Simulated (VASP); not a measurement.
ZnS (Wurtzite-4H): relaxation of cell and atoms with optPBE-vdW

The system is ZnS (Wurtzite-4H).

```
CELL_PARAMETERS angstrom
3.82270 0.00000 0.00000
-1.91135 3.31056 0.00000
0.00000 0.00000 12.52000
ATOMIC_POSITIONS crystal
Zn 0.66667 0.33333 0.75000
Zn 0.33333 0.66667 0.25000
Zn 0.00000 0.00000 0.50000
Zn 0.00000 0.00000 0.00000
S 0.66667 0.33333 0.93750
S 0.33333 0.66667 0.43750
S 0.00000 0.00000 0.68750
S 0.00000 0.00000 0.18750
```

```yaml
Program: VASP 6.6.1
Task: relaxation of cell and atoms
Functional: optPBE-vdW
Potentials_or_basis: VASP PAW PBE potentials, release 64 (Zn, S)
Cutoff: 600 eV
k_mesh: 8 × 8 × 3
Occupations: fermi-dirac, width 0.05 eV
Spin: no spin polarisation
Further_INCAR_settings: ALGO = Normal; EDIFF = 1e-06; IBRION = 2; EDIFFG = -0.005; NSW = 40; ISIF = 3
```

The relaxed volume is 20.47 Å³/atom and the relaxed cell is a = 3.865 Å, b = 3.865 Å, c = 12.659 Å, α = 90.00°, β = 90.00°, γ = 120.00°. The space group after relaxing (to 0.05 Å) is P6_3mc (No. 186), the energy gained by relaxing is 4.8 meV/atom and the ionic steps are 10. The pressure after relaxing is 0.0 GPa and the band gap on the k mesh is 1.99 eV, direct.

Forces in eV/Å, atoms in the order of the input:
```
Zn   0.000  0.000  0.003
Zn   0.000  0.000  0.003
Zn   0.000  0.000  0.003
Zn   0.000  0.000  0.003
S    0.000  0.000 -0.003
S    0.000  0.000 -0.003
S    0.000  0.000 -0.003
S    0.000  0.000 -0.003
```

Step by step:
| step | energy change (eV) | largest force (eV/Å) | pressure (GPa) | volume (Å³) |
| --- | --- | --- | --- | --- |
| 1 | 0.0000 | 0.0521 | 2.37 | 158.44 |
| 2 | -0.0351 | 0.0116 | -0.57 | 165.26 |
| 3 | -0.0382 | 0.0194 | 0.01 | 163.75 |
| 4 | -0.0381 | 0.0187 | -0.05 | 163.86 |
| 5 | -0.0382 | 0.0092 | 0.04 | 163.70 |
| 6 | -0.0382 | 0.0107 | -0.01 | 163.71 |
| 7 | -0.0382 | 0.0081 | 0.00 | 163.70 |
| 8 | -0.0382 | 0.0068 | 0.00 | 163.72 |
| 9 | -0.0382 | 0.0057 | -0.03 | 163.78 |
| 10 | -0.0382 | 0.0029 | -0.02 | 163.75 |

Final structure:
```yaml
crystal:
  lattice:
    - [3.86478, 0.00000, 0.00000]
    - [-1.93239, 3.34699, 0.00000]
    - [0.00000, 0.00000, 12.65922]
  atoms:
    - { symbol: Zn, position: [0.66667, 0.33333, 0.75006] }
    - { symbol: Zn, position: [0.33333, 0.66667, 0.25006] }
    - { symbol: Zn, position: [0.00000, 0.00000, 0.50015] }
    - { symbol: Zn, position: [0.00000, 0.00000, 0.00015] }
    - { symbol: S, position: [0.66667, 0.33333, 0.93758] }
    - { symbol: S, position: [0.33333, 0.66667, 0.43758] }
    - { symbol: S, position: [0.00000, 0.00000, 0.68721] }
    - { symbol: S, position: [0.00000, 0.00000, 0.18721] }
```

Levels at points of the mesh, in eV from the valence-band top:
| k point | band 33 | band 34 | band 35 | band 36 | band 37 | band 38 | band 39 | band 40 |
| --- | --- | --- | --- | --- | --- | --- | --- | --- |
| (0.00, 0.00, 0.00) | -0.43 | -0.04 | 0.00 | 0.00 | 1.99 | 3.15 | 3.30 | 3.52 |
| (0.50, 0.00, 0.00) | -1.48 | -1.48 | -1.03 | -0.81 | 3.30 | 3.41 | 3.81 | 4.38 |

Wall time 23 min on 1 thread of Intel(R) Xeon(R) Platinum 8488C (Sapphire Rapids) (shared host), peak memory 0.87 GiB.

Caveat: the PAW data sets were made with another functional, which shifts forces and pressure a little; an odd mesh through Γ misses points on the zone boundary, where band edges often lie. Zero-point motion and thermal expansion aren't in these numbers.
